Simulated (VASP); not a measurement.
Write the native input for VASP 6.6.1 that does the following.

| Quantity | Value |
| --- | --- |
| Task | relaxation of the atoms |
| Functional | PBE |
| Dispersion | D3 |
| Potentials or basis | VASP PAW PBE potentials, release 64 (Pt) |
| Cutoff | 520 eV |
| k mesh | 10 × 10 × 1 |
| Occupations | gaussian, width 0.01 eV |
| Spin | no spin polarisation |
| Dipole correction | yes |
| Further INCAR settings | ALGO = Fast; EDIFF = 1e-06; IBRION = 2; EDIFFG = -0.02; NSW = 40 |

The structure of Pt lies in POSCAR:

```
Pt
1.0
    2.5230800000      0.0000000000      0.0000000000
    0.0000000000      2.5230800000      0.0000000000
    0.0000000000      0.0000000000     23.8000000000
Pt
1
Direct
    0.0000000000      0.0000000000      0.2941200000
```

The cell was built by a generator and needn't be a form met in nature.

The input as run:

INCAR

```
SYSTEM = Pt
PREC = Accurate
ENCUT = 520
EDIFF = 1E-6
ISMEAR = 0
SIGMA = 0.01
LREAL = .FALSE.
LASPH = .TRUE.
NELM = 60
ALGO = Fast
ISIF = 2
LWAVE = .FALSE.
LCHARG = .FALSE.
LDIPOL = .TRUE.
IDIPOL = 3
DIPOL = 0.5 0.5 0.294
GGA = PE
IVDW = 11
IBRION = 2
NSW = 40
EDIFFG = -0.02
```

KPOINTS

```
regular mesh
0
G
  10 10 1
  0 0 0
```

Potentials or basis: VASP PAW PBE potentials, release 64 (Pt).

Command:

```sh
$ cat potpaw_PBE.64/Pt/POTCAR > POTCAR
$ mpirun -np 1 vasp_std > vasp.out
```

Results of the run:

```
Band gap on the k mesh     : none (metal or under the smearing width)
Dispersion energy per atom : -0.216 eV
```

Caveat: the relaxation stopped at its first step, so nothing moved.

Wall time 29 s on 1 thread of Intel(R) Xeon(R) Platinum 8259CL CPU @ 2.50GHz (Skylake/Cascade Lake) (shared host), peak memory 0.26 GiB.
